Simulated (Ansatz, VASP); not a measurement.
CdS: VASP beside Ansatz

```xyz
4
Lattice="4.0218 0.0000 0.0000 0.0000 5.6061 0.0000 0.0000 0.0000 3.9610" Properties=species:S:1:pos:R:3 pbc="T T T"
Cd    2.0109    2.8030    1.3219
Cd    0.0000    0.0000    2.6391
S     2.0109    0.0000    1.0135
S     0.0000    2.8030    2.9475
```

Alike in both runs: task single point; functional PBE; k mesh 10 × 8 × 10; occupations gaussian, width 0.05 eV; no spin polarisation.

|  | VASP | Ansatz |
| --- | --- | --- |
| version | VASP 6.6.1 | Ansatz 0.2.0 |
| potentials or method | VASP PAW PBE potentials, release 64 (Cd, S) | scalar-relativistic, plane waves, PAW |
| plane-wave cutoff (eV) | 520 | 420 |
| valence electrons in the cell | 36 | 52 |

|  | VASP | Ansatz | Ansatz less VASP |
| --- | --- | --- | --- |
| gap on the k mesh at the Fermi level (eV) | 0.50 | 0.51 | +0.006 |
| least direct gap on the mesh (eV) | 0.94 | 0.96 | +0.015 |
| pressure (GPa) | -1.3 | -1.6 | -0.32 |
| largest component of the traceless stress (GPa) | 1.87 | 1.81 | -0.057 |
| rms of the force components (eV/Å) | 0.233 | 0.216 | -0.0169 |

Atom by atom the forces differ by 0.018 eV/Å (rms over components). With one functional, cell and mesh, what is left measures potentials, basis and numerics. The two sets of potentials don't hold the same shells in valence.

A k mesh can miss the band edges.
